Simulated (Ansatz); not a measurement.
Relaxed structure of H2 on the (001) surface of WSe2, one molecule per 37.2 Å² (the molecule's atoms stand last):

```yaml
crystal:
  lattice:
    - [6.55806, 0.00000, 0.00000]
    - [-3.27903, 5.67944, 0.00000]
    - [0.00000, 0.00000, 28.45585]
  atoms:
    - { symbol: Se, position: [0.16667, 0.33333, 0.28114] }
    - { symbol: Se, position: [0.16667, 0.83333, 0.28114] }
    - { symbol: Se, position: [0.66667, 0.33333, 0.28114] }
    - { symbol: Se, position: [0.66667, 0.83333, 0.28114] }
    - { symbol: W, position: [0.33333, 0.16667, 0.34033] }
    - { symbol: W, position: [0.33333, 0.66667, 0.34033] }
    - { symbol: W, position: [0.83333, 0.16667, 0.34033] }
    - { symbol: W, position: [0.83333, 0.66667, 0.34033] }
    - { symbol: Se, position: [0.16667, 0.33333, 0.39952] }
    - { symbol: Se, position: [0.16667, 0.83333, 0.39952] }
    - { symbol: Se, position: [0.66667, 0.33333, 0.39952] }
    - { symbol: Se, position: [0.66667, 0.83333, 0.39952] }
    - { symbol: Se, position: [0.33317, 0.16633, 0.50621] }
    - { symbol: Se, position: [0.33327, 0.66645, 0.50621] }
    - { symbol: Se, position: [0.83324, 0.16638, 0.50622] }
    - { symbol: Se, position: [0.83333, 0.66646, 0.50625] }
    - { symbol: W, position: [0.16658, 0.33308, 0.56546] }
    - { symbol: W, position: [0.16676, 0.83314, 0.56548] }
    - { symbol: W, position: [0.66644, 0.33291, 0.56545] }
    - { symbol: W, position: [0.66656, 0.83318, 0.56548] }
    - { symbol: Se, position: [0.33326, 0.16657, 0.62475] }
    - { symbol: Se, position: [0.33339, 0.66629, 0.62477] }
    - { symbol: Se, position: [0.83326, 0.16648, 0.62475] }
    - { symbol: Se, position: [0.83313, 0.66625, 0.62467] }
    - { symbol: H, position: [0.69932, 0.79561, 0.72110] }
    - { symbol: H, position: [0.65666, 0.82337, 0.74341] }
```

Theory: DFT PBE+D3(BJ), scalar-relativistic, plane waves, PAW in Ansatz 0.2.0. Plane waves to 420 eV, a k mesh through Γ of 3×3×1 on the computed 26-atom cell and Gaussian smearing (0.05 eV); no spin polarisation. The cell repeats along c with a dipole correction in the vacuum.

The slab and the molecular layer are also computed alone at these places.

(1) How does the adsorption energy per molecule split into interaction and deformation?

(2) How much charge moves across the plane at z = 19.15 Å, midway between slab and molecule?

## Answers

(1) E_ads = -0.064 eV: interaction of the rigid parts -0.069 eV, deformation of the slab +0.006 eV, deformation of the molecule with its lateral interactions 0.000 eV.

(2) No net charge (under 0.01 e); half the integral of |Δρ| is 0.01 e.

Cost: 6 runs of about 82 core-minutes in all, on Arm Neoverse V2 (shared hosts).